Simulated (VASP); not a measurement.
# BN (Qingsongite) (F-43m) in VASP: further runs, part 2 of 2

VASP 6.6.1. The steps go on from the part before.

## (4) Phonons, PBE

This run uses another cell than the first one, of 5.95 Å³/atom, 1.035 times its volume.

POSCAR

```
BN
1.0
    0.0000000000      1.8122822379      1.8122822379
    1.8122822379      0.0000000000      1.8122822379
    1.8122822379      1.8122822379      0.0000000000
  B               N
     1     1
Direct
     0.0000000000000000    0.0000000000000000    0.0000000000000000
     0.2500000000000000    0.2500000000000000    0.2500000000000000
```

INCAR.step1

```
  PREC = Accurate
  ENCUT = 600
  EDIFF = 1E-8
  ISMEAR = 0
  SIGMA = 0.03
  LREAL = F
  LASPH = T
  NELM = 80
  ALGO = Normal
  ISIF = 3
  LWAVE = F
  LCHARG = F
  GGA = PE
  IBRION = 2
  NSW = 40
  EDIFFG = -0.002
```

INCAR.step2

```
  PREC = Accurate
  ENCUT = 600
  EDIFF = 1E-8
  ISMEAR = 0
  SIGMA = 0.03
  LREAL = F
  LASPH = T
  NELM = 80
  ALGO = Normal
  ISIF = 2
  LWAVE = F
  LCHARG = F
  GGA = PE
  IBRION = 6
  NFREE = 2
  POTIM = 0.015
  NSW = 1
```

KPOINTS

```
regular mesh
0
Gamma
  14 14 14
```

Potentials or basis: VASP PAW PBE potentials, release 64 (B, N).

Command:

```bash
$ cat potpaw_PBE.64/B/POTCAR potpaw_PBE.64/N/POTCAR > POTCAR
$ cp INCAR.step1 INCAR
$ mpirun -np 1 vasp_std > vasp.out
$ cp CONTCAR POSCAR
$ cp INCAR.step2 INCAR
$ mpirun -np 1 vasp_std > vasp.out
```

OUTCAR:

```text
PREC = Accurate
   ENCUT = 600
   EDIFF = 1E-8
   ISMEAR = 0
   LREAL = F
   LASPH = T
   NELM = 80
   ISIF = 2
   GGA = PE
   IBRION = 6
   NFREE = 2
   POTIM = 0.015
   NSW = 1

 ion  position               nearest neighbor table
   1  0.000  0.000  0.000-   2 1.57   2 1.57   2 1.57   2 1.57
   2  0.250  0.250  0.250-   1 1.57   1 1.57   1 1.57   1 1.57

  LATTYP: Found a face centered cubic cell.
 ALAT       =     3.6245644758

  Lattice vectors:

[... 646 lines left out ...]
  x     0.00000     0.00000     0.00000     0.00000     1.48366     0.00000
  y    -0.00000     0.00000    -0.00000     0.00000     0.00000     1.48366
  z     0.00000     0.00000     0.00000     1.48366     0.00000     0.00000

 INTERNAL STRAIN TENSOR FOR ION    2 for displacements in x,y,z  (eV/Angst):
          X           Y           Z          XY          YZ          ZX
  --------------------------------------------------------------------------------
  x     0.00000    -0.00000    -0.00000     0.00000    -1.48040     0.00000
  y     0.00000    -0.00000     0.00000     0.00000     0.00000    -1.48040
  z    -0.00000    -0.00000     0.00000    -1.48040     0.00000     0.00000

 Eigenvectors and eigenvalues of the dynamical matrix
 ----------------------------------------------------

   1 f  =   30.865195 THz   193.931741 2PiTHz 1029.552091 cm-1   127.648133 meV
             X         Y         Z           dx          dy          dz
      0.000000  0.000000  0.000000     0.000000    0.751205    0.000000
      0.906141  0.906141  0.906141     0.000000   -0.660069    0.000000
[... 21 lines left out ...]
   6 f/i=    0.000783 THz     0.004923 2PiTHz    0.026135 cm-1     0.003240 meV
             X         Y         Z           dx          dy          dz
      0.000000  0.000000  0.000000     0.000000    0.000000   -0.660069
      0.906141  0.906141  0.906141     0.000000    0.000000   -0.751205

 ELASTIC MODULI CONTR FROM IONIC RELAXATION (kBar)
 Direction    XX          YY          ZZ          XY          YZ          ZX
 --------------------------------------------------------------------------------
 XX          -0.0000      0.0000      0.0000     -0.0000      0.0000      0.0000
 YY           0.0000     -0.0000      0.0000     -0.0000     -0.0000     -0.0000
 ZZ           0.0000      0.0000     -0.0000      0.0000     -0.0000      0.0000
 XY          -0.0000     -0.0000      0.0000    -12.4315      0.0000      0.0000
 YZ           0.0000     -0.0000     -0.0000      0.0000    -12.4315     -0.0000
 ZX           0.0000     -0.0000      0.0000      0.0000     -0.0000    -12.4315
 --------------------------------------------------------------------------------
```

Wall time 45 s (1 thread of Intel Xeon 6975P-C (Granite Rapids), shared host); peak memory 0.2 GiB.

What came out:

| Item | Value |
| --- | --- |
| Highest phonon frequency at Γ, LO-TO splitting left out | 1030 cm⁻¹ |

Phonon frequencies in cm⁻¹ (negative: imaginary):
```csv
q point,frequencies
"(0.000, 0.000, 0.000)",0 0 0 1030 1030 1030
```

## (5) Dielectric tensor, PBE

This run uses another cell than the first one, of 5.95 Å³/atom, 1.035 times its volume.

INCAR

```
  PREC = Accurate
  ENCUT = 600
  EDIFF = 1E-8
  ISMEAR = 0
  SIGMA = 0.03
  LREAL = F
  LASPH = T
  NELM = 80
  ALGO = Normal
  ISIF = 2
  LWAVE = F
  LCHARG = F
  GGA = PE
  LEPSILON = T
```

KPOINTS

```
regular mesh
0
Monkhorst-Pack
  22 22 22
```

Edit POSCAR of step 4 so:

```diff
@@ -1,2 +1,2 @@
-BN
+BN                                      
 1.0
@@ -5,3 +5,3 @@
     1.8122822379      1.8122822379      0.0000000000
-  B               N
+  B               N             
      1     1
```

Potentials or basis: VASP PAW PBE potentials, release 64 (B, N).

Command:

```bash
$ cat potpaw_PBE.64/B/POTCAR potpaw_PBE.64/N/POTCAR > POTCAR
$ mpirun -np 1 vasp_std > vasp.out
```

OUTCAR:

```text
PREC = Accurate
   ENCUT = 600
   EDIFF = 1E-8
   ISMEAR = 0
   LREAL = F
   LASPH = T
   NELM = 80
   ISIF = 2
   GGA = PE
   LEPSILON = T

 ion  position               nearest neighbor table
   1  0.000  0.000  0.000-   2 1.57   2 1.57   2 1.57   2 1.57
   2  0.250  0.250  0.250-   1 1.57   1 1.57   1 1.57   1 1.57

  LATTYP: Found a face centered cubic cell.
 ALAT       =     3.6245644758

  Lattice vectors:

 A1 = (   0.0000000000,   1.8122822379,   1.8122822379)
 A2 = (   1.8122822379,   0.0000000000,   1.8122822379)
 A3 = (   1.8122822379,   1.8122822379,   0.0000000000)

Analysis of symmetry for initial positions (statically):
=====================================================================
 Subroutine PRICEL returns:
 Original cell was already a primitive cell.

 Routine SETGRP: Setting up the symmetry group for a
 face centered cubic supercell.

 Subroutine GETGRP returns: Found 24 space group operations
 (whereof 24 operations were pure point group operations)
 out of a pool of 48 trial point group operations.

The static configuration has the point symmetry T_d .

[... 482 lines left out ...]
  ---------------------------------------------------
  free energy    TOTEN  =        -0.12864108 eV

  energy without entropy =       -0.12864108

------------------------ aborting loop because EDIFF is reached ----------------------------------------

 PIEZOELECTRIC TENSOR FIELD DIRECTION 3  (e Angst)
 -----------------------------------------------------------------------------
    -0.00020 -0.77181  0.00000           ( -0.00000 -0.00459  0.00000)
    -0.77181 -0.00020  0.00000           ( -0.00459 -0.00000  0.00000)
     0.00000  0.00000  0.00015           (  0.00000  0.00000 -0.00000)

 PIEZOELECTRIC TENSOR FIELD DIRECTION 3  (C/m^2)
 -----------------------------------------------------------------------------
    -0.00027 -1.03875  0.00000
    -1.03875 -0.00027  0.00000
     0.00000  0.00000  0.00020

 MACROSCOPIC STATIC DIELECTRIC TENSOR (including local field effects in DFT)
 ------------------------------------------------------
           4.613819     0.000000     0.000000
           0.000000     4.613819     0.000000
           0.000000    -0.000000     4.613819
 ------------------------------------------------------

 PIEZOELECTRIC TENSOR (including local field effects)  for field in x, y, z        (e  Angst)
          XX          YY          ZZ          XY          YZ          ZX
  --------------------------------------------------------------------------------
  x    -0.00000    -0.00000     0.00000     0.00000    -0.77206     0.00000
  y    -0.00000    -0.00000    -0.00000     0.00000    -0.00000    -0.77206
  z    -0.00000    -0.00000    -0.00000    -0.77206     0.00000     0.00000

 PIEZOELECTRIC TENSOR (including local field effects)  for field in x, y, z        (C/m^2)
          XX          YY          ZZ          XY          YZ          ZX
  --------------------------------------------------------------------------------
  x    -0.00000    -0.00000     0.00000     0.00000    -1.03910     0.00000
  y    -0.00000    -0.00000    -0.00000     0.00000    -0.00000    -1.03910
  z    -0.00000    -0.00000    -0.00000    -1.03910     0.00000     0.00000

 BORN EFFECTIVE CHARGES (including local field effects) (in |e|, cummulative output)
 ---------------------------------------------------------------------------------
 ion    1
    1     1.91110     0.00000    -0.00000
    2     0.00000     1.91110     0.00000
    3    -0.00000     0.00000     1.91110
 ion    2
    1    -1.91110     0.00000     0.00000
    2     0.00000    -1.91110     0.00000
    3     0.00000    -0.00000    -1.91110
```

Wall time 14 min (1 thread of Intel Xeon 6975P-C (Granite Rapids), shared host); peak memory 1.6 GiB.

What came out:

* Electronic dielectric tensor (diagonal): 4.61
* Born charges (mean of the diagonal): B +1.91; N -1.91 e

Electronic dielectric tensor:
```
4.61 0.00 0.00
0.00 4.61 0.00
0.00 0.00 4.61
```

Born effective charge tensors (e):
atom 1, B
```
1.91 0.00 0.00
0.00 1.91 0.00
0.00 0.00 1.91
```
atom 2, N
```
-1.91  0.00  0.00
 0.00 -1.91  0.00
 0.00  0.00 -1.91
```
